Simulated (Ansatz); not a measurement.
Te: frozen-core PAW against all-electron methods

```
Te
1.0
     4.45800   -0.04458   -0.04458
    -2.26761    3.88303   -0.01632
    -0.05925   -0.05925    5.92500
Te
3
Direct
  0.74500 0.00000 0.33333
  0.00000 0.74500 0.66667
  0.25500 0.25500 0.00000
```

Atoms are numbered in the order listed.

The cell is COD entry 1531230, as deposited and not checked against the literature; nothing was relaxed. The listed cell was then made from it by scaling, straining or moving an atom.

Spin–orbit coupling is left out, though it moves levels of the heavy atoms by tenths of an eV or more.

All numbers are computed: DFT, PBE, PAW with Ansatz's default frozen-core files, scalar-relativistic (Ansatz 0.2.0); DFT, PBE, all-electron PAW with datasets made for the crystal, scalar-relativistic (Ansatz 0.2.0); DFT, PBE, all-electron LAPW, scalar-relativistic (Ansatz 0.2.0).

For PAW: a Γ-centred 9×9×6 k mesh, Fermi–Dirac smearing of 0.08 eV, cutoff 420 eV, no spin polarisation. The crystal-made all-electron datasets (AE datasets) take a cutoff of 140 eV at this cell. LAPW targets a basis error of 0.5 meV/atom. The Ansatz runs share mesh, smearing and spin set-up. Plane-wave (PAW) pressures include the program's estimate of the Pulay term.

Stress and pressure are positive in compression.

The change that made this cell: equal xy, yz and zx engineering shear strains of -2 %.

```
              quantity     PAW  AE datasets    LAPW
        pressure (GPa)    3.19         3.19    3.20
       stress xx (GPa)    2.29         2.30    2.30
       stress yy (GPa)    3.34         3.35    3.35
       stress zz (GPa)    3.93         3.93    3.93
       stress yz (GPa)    1.09         1.09    1.09
       stress xz (GPa)    0.52         0.52    0.52
       stress xy (GPa)   -0.12        -0.12   -0.12
force on Te1, x (eV/Å)  -0.523       -0.520  -0.520
force on Te2, y (eV/Å)  -0.637       -0.634  -0.634
force on Te3, y (eV/Å)   0.601        0.598   0.597
```

PAW's pressure differs from the LAPW value by about 0.01 GPa or less.
